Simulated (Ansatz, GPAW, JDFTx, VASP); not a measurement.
**CdSe: 4 runs at one level of theory**

```
Cd Se
1.0
     0.00000    3.07027    3.07027
     3.07027    0.00000    3.07027
     3.07027    3.07027    0.00000
Cd Se
1 1
Direct
  0.00000 0.00000 0.00000
  0.25000 0.25000 0.25000
```

The cell is a database's computed one, not the measured one.

Alike in all runs: task single point; functional PBEsol; k mesh 8 × 8 × 8; occupations gaussian, width 0.02 eV; no spin polarisation; no spin-orbit coupling. Pressure is positive in compression and, in plane waves, holds the error of the finite cutoff.

| program and potentials | plane-wave cutoff (eV) | notes | band gap (eV) | pressure (GPa) |
| --- | --- | --- | --- | --- |
| JDFTx, PseudoDojo-SR-PBEsol-0.4.1-standard with smoothed tails | 1388 | 18 valence electrons an atom on average | 0.43 | -1.41 |
| GPAW, PAW data sets generated for this functional | 600 | 9 valence electrons an atom on average | 0.42 | -1.59 |
| Ansatz, all-electron LAPW, scalar-relativistic | - | - | 0.43 | -1.39 |
| VASP, PBE PAW files Cd, Se, 520 eV | 520 | potentials made for PBE; 9 valence electrons an atom on average | 0.43 | -1.11 |

The band gap spans 0.42 (GPAW, PAW data sets generated for this functional) to 0.43 eV (VASP, PBE PAW files Cd, Se, 520 eV), with all-electron results at 0.43. The pressure spans -1.59 (GPAW, PAW data sets generated for this functional) to -1.11 GPa (VASP, PBE PAW files Cd, Se, 520 eV), with all-electron results at -1.39. Spin-orbit coupling, left out here, moves the band edges of heavy atoms.

The functional is the same throughout but for its coding, so the spread measures potentials, basis and numerics; runs on potential files found faulty are left out.
